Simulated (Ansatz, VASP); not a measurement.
Two plane-wave programs on Y

The input INCAR:

```
SYSTEM = Y
PREC = Accurate
ENCUT = 520
EDIFF = 1E-6
ISMEAR = -1
SIGMA = 0.1
LREAL = .False.
LASPH = .True.
NELM = 80
ALGO = Normal
ISIF = 2
LWAVE = .False.
LCHARG = .True.
GGA = RE
LELF = .True.
LVHAR = .True.
NBANDS = 12
```

File KPOINTS:

```
Automatic mesh
0
Gamma
  12 12 12
  0 0 0
```

Contents of POSCAR:

```
Y
1.0
    0.0000000000      2.6268359977      2.6268359977
    2.6268359977      0.0000000000      2.6268359977
    2.6268359977      2.6268359977      0.0000000000
Y
1
Direct
    0.0000000000      0.0000000000      0.0000000000
```

Input for Ansatz:

```yaml
crystal:
  lattice:
    - [0.0, 2.6268359977, 2.6268359977]
    - [2.6268359977, 0.0, 2.6268359977]
    - [2.6268359977, 2.6268359977, 0.0]
  atoms:
    - { symbol: "Y", position: [0.0, 0.0, 0.0] }
hamiltonian:
  xc: revpbe
  pseudopotentials:
    kind: paw
    azcp:
      "Y": "pseudopotentials/Y.paw.azcp"
basis:
  ecutwfc: 420
  fft_grid_basis: typed
kpoints:
  mp_grid: { grid: [12, 12, 12], shift: [0, 0, 0] }
magnetization:
  spin_polarized: false
scf:
  occupations: { method: fermi_dirac, width: 0.1 }
  lower_state_search: "off"
output:
  stress: true
```

Alike in both runs: task single point; functional revPBE; k mesh 12 × 12 × 12; occupations fermi-dirac, width 0.1 eV; no spin polarisation.

|  | VASP | Ansatz |
| --- | --- | --- |
| version | VASP 6.6.1 | Ansatz 0.2.0 |
| potentials or method | VASP PAW PBE potentials, release 64 (Y_sv) | plane waves (420 eV) with PAW, scalar-relativistic |
| plane-wave cutoff (eV) | 520 | 420 |
| valence electrons in the cell | 11 | 11 |

Ansatz gave:

```
pressure (GPa) : -2.5
```

Problem. Which values does VASP return?

Solution. Pressure (GPa): -2.6.

The functional is the same, so the differences come from potentials, cutoffs and numerics.

Caveats: the PAW data sets were made with another functional, which shifts forces and pressure a little (VASP).
